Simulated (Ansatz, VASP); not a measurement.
Ge in VASP and in Ansatz

```
Ge
1.0
     4.05816    0.00000    0.00000
    -2.02908    3.51447    0.00000
     0.00000    0.00000    6.69253
Ge
4
Direct
  0.66667 0.33333 0.06279
  0.33333 0.66667 0.56279
  0.66667 0.33333 0.43721
  0.33333 0.66667 0.93721
```

This isn't the form of Ge at room conditions, which is diamond.

Alike in both runs: functional PBE; k mesh 12 × 12 × 6; occupations gaussian, width 0.1 eV; no spin polarisation.

Ansatz relaxed the structure, and its values are those at the end. VASP's run is a single point on that final structure, the one shown.

|  | VASP | Ansatz |
| --- | --- | --- |
| version | VASP 6.6.1 | Ansatz 0.2.0 |
| potentials or method | VASP PAW PBE potentials, release 64 (Ge_d) | scalar-relativistic, plane waves, PAW |
| plane-wave cutoff (eV) | 520 | 420 |
| valence electrons in the cell | 56 | 56 |

VASP gave:

| Quantity | Value |
| --- | --- |
| gap on the k mesh at the Fermi level (eV) | none |
| pressure (GPa) | -0.1 |

**Question.** Which values does Ansatz return?

**Answer.** gap on the k mesh at the Fermi level (eV): none; pressure (GPa): 0.0.

A gap of «none» marks a metal or a gap that the smearing closes.
